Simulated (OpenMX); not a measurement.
# MoS2 under changes of volume

One of the cells (18.982 Å³/atom); the others are scaled copies at fixed shape and fractional positions:

```
Mo S
1.0
     3.22746    0.00000    0.00000
    -1.61373    2.79507    0.00000
     0.00000    0.00000    6.31247
Mo S
1 2
Cartesian
  0.0000 0.0000 3.1562
  1.6137 0.9317 4.7008
  0.0000 1.8634 1.6117
```

Measurements of this composition are mostly on another form, of space group No. 194.

```yaml
Program: OpenMX 3.8.5
Functional: LDA
Potentials_or_basis: OpenMX 2013 LDA set, Mo7.0-s3p2d2, S7.0-s2p2d1f1, fixed grid of 35 × 35 × 75 points
k_mesh: 9 × 9 × 5
Occupations: fermi-dirac, width 0.05 eV
Spin: no spin polarisation
```

```csv
volume (Å³/atom),energy over the lowest point (meV/atom),largest force (eV/Å)
17.843,13.09,1.475
18.222,?,?
18.602,0.00,0.696
18.982,4.47,0.352
19.361,15.25,0.030
19.741,31.70,0.266
20.120,53.16,0.539
```

**Question.** What does the run at 18.222 Å³/atom give?

**Answer.** Energy over the lowest point 2.60 meV/atom; largest force 1.069 eV/Å.

Worked out: A Birch-Murnaghan fit of order 3 (a polynomial in V^(-2/3)) to the other rows has its minimum at 18.55 Å³/atom with B0 = V·E''(V) = 148 GPa and B' = 4.5 at fixed shape and positions, which overstates the stiffness. It gives 2.60 meV/atom at 18.222 Å³/atom, against the run's 2.60.

Energies are extrapolated to zero smearing.

Caveats: the basis of atomic orbitals isn't converged, which shifts pressures, moduli and gaps; forces of over 1 eV/Å show positions far from the minimum, so gaps and moduli don't describe the material at rest (some runs).
